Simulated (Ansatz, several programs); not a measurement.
HgSe (started from an entry of an open crystallographic database), relaxed with r2SCAN in Ansatz (plane waves, PAW): it is cubic, F-43m (No. 216); a = 6.185 Å in the conventional setting, 29.58 Å³ an atom. Around Hg lie 4 Se at 2.68 Å; around Se lie 4 Hg at 2.68 Å. The cell was then scaled with its shape and fractional coordinates held. Calculated for a static, non-magnetic cell.

| V (Å³/atom) | E (meV/atom) |
| --- | --- |
| 27.805 | 18.70 |
| 29.580 | 0.00 |
| 30.468 | 3.95 |
| 31.355 | 14.89 |

Task: Pass a cubic E = c₀ + c₁u + c₂u² + c₃u³, with u = V − 29.802 Å³, through these points.

Result: c₀ = 0.25, c₁ = +2.295, c₂ = 5.109, c₃ = -0.3335 (meV and Å³).

Task: Where is the minimum, and what bulk modulus follows?

Result: dE/du = 0 at u = -0.220, so V₀ = 29.58 Å³. B = V₀ d²E/dV² = 29.58 × (2c₂ + 6c₃u) = 29.58 × 10.657 = 315 meV/Å³, and 1 meV/Å³ is 0.16022 GPa: 51 GPa. A third-order Birch-Murnaghan fit to all five points gives 29.58 Å³ and 50 GPa.

Task: Predict the energy and the pressure at the withheld volume, 28.693 Å³.

Result: With u = -1.109: E ≈ 4.44 meV and P = −dE/dV ≈ +1.64 GPa. The run gives 4.37 meV and, from its stress, +1.64 GPa.
